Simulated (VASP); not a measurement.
Si: elastic constants with PBEsol

Crystal: Si.

```
Si
1.0
     0.00000    2.72185    2.72185
     2.72185    0.00000    2.72185
     2.72185    2.72185    0.00000
Si
2
Direct
  0.50000 0.50000 0.50000
  0.75000 0.75000 0.75000
```

```
Program                   : VASP 6.6.1
Task                      : elastic constants
Functional                : PBEsol
Potentials or basis       : VASP PAW PBE potentials, release 64 (Si)
Cutoff                    : 600 eV
k mesh                    : 6 × 6 × 6
Occupations               : fermi-dirac, width 0.05 eV
Spin                      : no spin polarisation
Ions in elastic constants : relaxed
Further INCAR settings    : ALGO = Normal; EDIFF = 1e-08; IBRION = 6; POTIM = 0.015; NSW = 1; ISIF = 3
```

```yaml
Relaxed_volume: 20.09 Å³/atom
Relaxed_cell: a = 3.845 Å, b = 3.845 Å, c = 3.845 Å, α = 60.00°, β = 60.00°, γ = 60.00°
Space_group_after_relaxing_to_0.05_Å: Fd-3m (No. 227)
Elastic_constants_C11_C12_C44: 156, 63, 74 GPa
Voigt_bulk_modulus: 94 GPa
Highest_phonon_frequency_at_Γ: 509 cm⁻¹
```

Step by step:
| step | energy change (eV) | largest force (eV/Å) | pressure (GPa) | volume (Å³) |
| --- | --- | --- | --- | --- |
| 1 | 0.0000 | 0.0000 | -0.33 | 40.33 |
| 2 | -0.0001 | 0.0000 | 0.24 | 40.09 |
| 3 | -0.0002 | 0.0000 | 0.01 | 40.18 |

Final structure:
```cif
data_structure
_symmetry_space_group_name_H-M 'P 1'
_symmetry_Int_Tables_number 1
_cell_length_a 3.8446
_cell_length_b 3.8446
_cell_length_c 3.8446
_cell_angle_alpha 60.000
_cell_angle_beta 60.000
_cell_angle_gamma 60.000
_cell_volume 40.18
loop_
_atom_site_label
_atom_site_type_symbol
_atom_site_fract_x
_atom_site_fract_y
_atom_site_fract_z
_atom_site_occupancy
Si1 Si 0.50000 0.50000 0.50000 1
Si2 Si 0.75000 0.75000 0.75000 1
```

Phonon frequencies in cm⁻¹ (negative: imaginary):
```csv
q point,frequencies
"(0.000, 0.000, 0.000)",0 0 0 509 509 509
```

Elastic tensor in Voigt notation (GPa, in the Cartesian axes of the cell as first typed):
```
156  63  63   0   0   0
 63 156  63   0   0   0
 63  63 156   0   0   0
  0   0   0  74   0   0
  0   0   0   0  74   0
  0   0   0   0   0  74
```

Clamped-ion elastic tensor (GPa):
```
156  63  63   0   0   0
 63 156  63   0   0   0
 63  63 156   0   0   0
  0   0   0 102   0   0
  0   0   0   0 102   0
  0   0   0   0   0 102
```

Wall time 81 s on 1 thread of Intel(R) Xeon(R) 6975P-C (Granite Rapids), with other jobs on the host, peak memory 0.19 GiB.

Caveat: the PAW data sets were made with another functional, which shifts forces and pressure a little.
